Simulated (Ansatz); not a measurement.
# SiO2: the cost of one run

The runs shown are made with Ansatz 0.2.0. PAW datasets, plane waves. Computed at 0 K without zero-point motion; spin polarisation is off.

**1. The structure to begin with**

The cell was relaxed beforehand with r2SCAN.

Space group I-4m2 (No. 119), tetragonal; conventional cell a = 7.190 Å, c = 12.125 Å, 20.90 Å³ an atom. Around Si lie 4 O at 1.62 Å; around Si lie 4 O at 1.61–1.62 Å; around O lie 2 Si at 1.62 Å; around O lie 2 Si at 1.61 Å.

Structure file:

```xyz
15
Lattice="-3.5952 3.5952 6.0626 3.5952 -3.5952 6.0626 3.5952 3.5952 -6.0626" Properties=species:S:1:pos:R:3 pbc="T T T"
Si    0.0000    0.0000    0.0000
Si    1.4804    0.0000    9.5528
Si    3.5952    2.1148   -3.4901
Si    0.0000    1.4804    2.5725
Si    2.1148    3.5952    3.4901
O     0.0000    1.3069    0.9580
O    -2.2883    3.5952    5.1047
O     2.2883    3.5952    5.1047
O     0.0000    5.8835    0.9580
O     0.0000    0.0000    8.8946
O     0.0000    0.0000    3.2306
O    -1.3190    2.2762    3.0313
O    -1.3190    4.9142    3.0313
O     1.3190    2.2762    3.0313
O     1.3190    4.9142    3.0313
```

**2. Band structure with PBE**

Contents of input.yaml:

```yaml
crystal:
  lattice:
    - [-3.5951982869, 3.5951982869, 6.0626238898]
    - [3.5951982869, -3.5951982869, 6.0626238898]
    - [3.5951982869, 3.5951982869, -6.0626238898]
  atoms:
    - { symbol: Si, position: [0.0, 0.0, 0.0] }
    - { symbol: Si, position: [0.7878415122, 0.9937289942, 0.2058874819] }
    - { symbol: Si, position: [0.0062710058, 0.2121584878, 0.7941125181] }
    - { symbol: Si, position: [0.4180459697, 0.2121584878, 0.2058874819] }
    - { symbol: Si, position: [0.7878415122, 0.5819540303, 0.7941125181] }
    - { symbol: O, position: [0.2607671545, 0.0790064752, 0.1817606793] }
    - { symbol: O, position: [0.9209935248, 0.1027542041, 0.1817606793] }
    - { symbol: O, position: [0.9209935248, 0.7392328455, 0.8182393207] }
    - { symbol: O, position: [0.8972457959, 0.0790064752, 0.8182393207] }
    - { symbol: O, position: [0.7335628256, 0.7335628256, 0.0] }
    - { symbol: O, position: [0.2664371744, 0.2664371744, 0.0] }
    - { symbol: O, position: [0.5665608491, 0.0665608491, 0.1331216983] }
    - { symbol: O, position: [0.9334391509, 0.0665608491, 0.5] }
    - { symbol: O, position: [0.5665608491, 0.4334391509, 0.5] }
    - { symbol: O, position: [0.9334391509, 0.4334391509, 0.8668783017] }
kpoints:
  mp_grid: { grid: [6, 6, 6] }
  band_path:
    path:
      - [[0.0, 0.0, 0.0], [6.900630266446e-18, 2.398008718027e-17, 0.5], [0.25, 0.25, 0.25], [2.658117299432e-17, 0.5, 8.758323466385e-18], [0.0, 0.0, 0.0], [0.5, 0.5, -0.5], [0.3379152978743, 0.6620847021257, -0.3379152978743]]
      - [[-0.3379152978743, 0.3379152978743, 0.3379152978743], [0.0, 0.0, 0.0]]
      - [[6.900630266446e-18, 2.398008718027e-17, 0.5], [-0.1758305957486, 0.1758305957486, 0.5]]
      - [[0.5, 0.5, -0.1758305957486], [0.5, 0.5, -0.5]]
    npoints: 10
hamiltonian:
  xc: pbe
scf:
  occupations: { method: fermi_dirac, width: 0.02 }
  n_extra_bands: 7
output:
  forces: true
  stress: true
  eigenvalues: true
```

Q: Estimate wall time and peak memory on 1 × NVIDIA H100 80GB HBM3 with 2 threads of AMD EPYC 7R13 (Zen 3), shared host.

About 9.3 s, with a peak of 1.2 GiB on the host.
